## Why a helpful attraction makes boron phosphide too small

The r2SCAN-D3(BJ) row looks wrong. Its functional, r2SCAN, already puts the volume of boron phosphide within about 0.5% of the measured value. D3(BJ) then adds the long-range dispersion attraction that such functionals miss, and the result is 1.7% too small, the largest deviation in the table. The reason lies in how an equilibrium volume is set, and the same reasoning helps to read the other rows.

Kohn-Sham DFT for boron phosphide (BP, space group F-43m) in the programs named in the table, without spin polarisation or spin-orbit coupling. The basis column gives the plane-wave cutoff. Volumes are for a static lattice, from equation-of-state fits for BP86, PBE and r2SCAN-D4 and from cell relaxations for the other rows.

| method | rung | program | potentials | basis | k mesh | smearing | equilibrium volume (Å³/atom) | computed less measured (Å³/atom) |
| --- | --- | --- | --- | --- | --- | --- | --- | --- |
| BP86 | GGA | GPAW | PAW data sets made by gpaw setup for the functional | 800 eV | 10x10x10 2-atom cell | Fermi-Dirac 0.05eV | 11.893 | 0.197 |
| PBE | GGA | VASP | VASP PAW PBE potentials, recommended | 520 eV | 10x10x10 2-atom cell | Fermi-Dirac 0.05eV | 11.751 | 0.055 |
| PBE | GGA | Ansatz | JTH PAW | 840 eV | 10x10x10 2-atom cell | Fermi-Dirac 0.05eV | 11.762 | 0.066 |
| MS2 | meta-GGA | VASP | VASP PAW PBE potentials, recommended | 600 eV | 10x10x10 2-atom cell | gaussian 0.05eV | 11.552 | -0.144 |
| r2SCAN | meta-GGA | VASP | VASP PAW PBE potentials, recommended | 600 eV | 10x10x10 2-atom cell | gaussian 0.05eV | 11.636 | -0.060 |
| r2SCAN-D3(BJ) | meta-GGA | VASP | VASP PAW PBE potentials, recommended | 600 eV | 10x10x10 2-atom cell | gaussian 0.05eV | 11.493 | -0.203 |
| r2SCAN-D4 | meta-GGA | Ansatz | Ansatz PAW | 500 eV | 10x10x10 2-atom cell | Fermi-Dirac 0.05eV | 11.548 | -0.148 |
| TPSSh | hybrid | VASP | VASP PAW PBE potentials, recommended | 600 eV | 5x5x5 2-atom cell | gaussian 0.05eV | 11.682 | -0.014 |

A crystal comes to rest where the pushes and pulls of all its energy terms cancel. What shifts the volume is therefore the slope of an added term against volume, and its depth alone does nothing. The scale is worth remembering: in this stiff solid, a change of 1% in volume corresponds to a pressure of about 1.7 GPa, but costs less than 1 meV per atom. Functionals that disagree visibly about the volume thus differ by very small slopes in energy.

For the dispersion term the shift can be worked out. Let its energy be −|E| per atom, and let |E| fall as V⁻ⁿ when the volume per atom V grows. The term then squeezes the crystal with a pressure n|E|/V. A crystal of bulk modulus B yields by V times pressure over B, so the volume changes by −n|E|/B.

The calculation gives |E| = 0.153 eV per atom. For B we take 172 GPa, or 1.08 eV/Å³, from the r2SCAN-D4 run. Attraction between atoms falls as the sixth power of distance, hence as the square of volume, so n = 2. The expected change is −2 × 0.153/1.08 = −0.28 Å³ per atom. The two r2SCAN runs in VASP, with and without D3(BJ), differ by only half of that, −0.143 Å³.

The estimate fails because n = 2 ignores damping. D3(BJ) levels off the attraction at short distance, where the functional itself already describes the interaction. Bonded neighbours in boron phosphide lie well inside this range: they still add energy, but hardly any pull. The squeeze comes from atoms farther away. The energy used in the estimate was already damped; without any damping, both the energy and the squeeze would be far larger.

A sum over the neighbours in the lattice, using the damping parameters of the run, gives n close to 1 and a change of −0.14 Å³. The shift itself was not used to set n. The sum treats all atom pairs alike and uses one rough atomic length, so the close agreement is better than its inputs warrant. It explains the size of the shift within D3(BJ); whether nature damps the attraction in this way is a separate question. The printed output after this section gives the damped and undamped estimates.

The step from GGA to meta-GGA can be read as a change of slope too. All three GGA volumes lie above the measured one, and all four meta-GGA volumes lie below it. In VASP, going from PBE to r2SCAN shrinks the crystal by 0.115 Å³ per atom. The r2SCAN run also uses potentials made for PBE, and the effect of that mismatch is untested.

Theory offers a reason for the direction. GGA exchange lowers the energy of unevenly spread electrons, and expansion makes their density more uneven, so this term pushes outward. PBE applies one gradient correction to every kind of region, and it is stronger than a slowly varying density calls for. A meta-GGA also uses the kinetic energy density of the electrons, which tells bonds from slowly varying regions, and r2SCAN can weaken the correction where it is too strong.

Rows of the same rung need not agree. BP86 lies 0.142 Å³ above PBE in VASP, while the two PBE runs in different programs differ by only 0.011 Å³. A stronger gradient correction in BP86 is a likely cause, but this is the only GPAW row, so its data sets may contribute. MS2 falls 0.084 Å³ below r2SCAN with the same program and potentials; this change within one rung is about three quarters as large as the step from PBE to r2SCAN. The r2SCAN-D4 volume is also below that of plain r2SCAN, but the change of program and potentials is mixed into that difference.

TPSSh seems to win, with a deviation of only −0.014 Å³. Yet its run stopped in the cell from which it started, under a small remaining pressure that points to a minimum near 11.67 Å³. That shift is tiny, and the effect of its coarser k mesh is untested. The stronger reason to distrust the close match lies in the measured value itself.

The measured crystal is at room temperature and is swollen by the motion of its atoms, including their zero-point motion, by roughly 0.1 Å³ per atom. The calculations hold the atoms still and should be compared with a smaller volume. On that scale BP86, PBE and TPSSh are further off than the table suggests, and plain r2SCAN may be slightly too large instead of too small. The D3(BJ) volume would probably still be too small, but by less than the table shows.

Output of the analysis:

```
Deviation from the measured volume:
            row  percent  equivalent pressure GPa  energy cost meV per atom
           BP86    1.684                    2.666                     1.639
            PBE   0.4702                   0.7605                    0.1305
            PBE   0.5643                   0.9149                    0.1885
            MS2   -1.231                   -2.122                    0.9535
         r2SCAN   -0.513                  -0.8841                    0.1655
  r2SCAN-D3(BJ)   -1.736                   -2.991                     1.895
      r2SCAN-D4   -1.265                   -2.181                     1.007
          TPSSh  -0.1197                  -0.2063                  0.009013
Largest less smallest volume, A^3/atom: 0.4
PBE in Ansatz less PBE in VASP, A^3/atom: 0.011
BP86 less PBE in VASP, A^3/atom: 0.142
BP86 less PBE expected from their pressures in the same cell, A^3/atom: 0.1383
r2SCAN less PBE, both VASP, A^3/atom: -0.115
MS2 less r2SCAN, both VASP, A^3/atom: -0.084
r2SCAN-D4 in Ansatz less bare r2SCAN in VASP, A^3/atom: -0.088
TPSSh minimum estimated from its residual pressure, A^3/atom: 11.67
Change of r2SCAN volume by D3(BJ), A^3/atom: -0.143
Exponent n of the damped lattice sum: 1.011
Exponent n needed for the computed D3(BJ) shift: 1.005
Shift expected with damping, A^3/atom: -0.1438
Shift expected from undamped sixth-power attraction, A^3/atom: -0.2845
Share of nearest neighbours in the damped sixth-power pull, percent: 0.05544
Rough zero-point swelling for Debye temperature 1000 K and Grueneisen constant 1, A^3/atom: 0.09013
```
